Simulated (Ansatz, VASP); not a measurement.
**Two plane-wave programs on BN**

```xyz
4
Lattice="2.5040 0.0000 0.0000 -1.2520 2.1685 0.0000 0.0000 0.0000 6.6612" Properties=species:S:1:pos:R:3 pbc="T T T"
B     0.0375    1.4457    1.6653
B     1.2520    0.7228    4.9959
N     0.0000    1.4457    4.9959
N     1.2230    0.7228    1.6653
```

Change from the starting cell: mode 9 (1359.5 1/cm) frozen in, largest displacement +0.037 Å.

Alike in both runs: task single point; functional PBE; k mesh 12 × 12 × 4; occupations gaussian, width 0.05 eV; no spin polarisation.

|  | VASP | Ansatz |
| --- | --- | --- |
| version | VASP 6.6.1 | Ansatz 0.2.0 |
| potentials or method | VASP PAW PBE potentials, release 64 (B, N) | scalar-relativistic, plane waves, PAW |
| plane-wave cutoff (eV) | 520 | 420 |
| valence electrons in the cell | 16 | 16 |

```csv
,VASP,Ansatz,Ansatz less VASP
gap on the k mesh at the Fermi level (eV),4.13,4.13,+0.007
least direct gap on the mesh (eV),4.50,4.51,+0.007
pressure (GPa),4.2,4.2,-0.06
largest component of the traceless stress (GPa),3.81,3.81,-0.003
rms of the force components (eV/Å),1.132,1.135,+0.0035
```

Atom by atom the forces differ by 0.003 eV/Å (rms over components).

Caveats: this functional lacks dispersion, which binds the layers, so the pressure and a relaxed spacing across them are unreliable; forces of over 1 eV/Å show positions far from the minimum, so gaps and moduli don't describe the material at rest. A k mesh can miss the band edges.
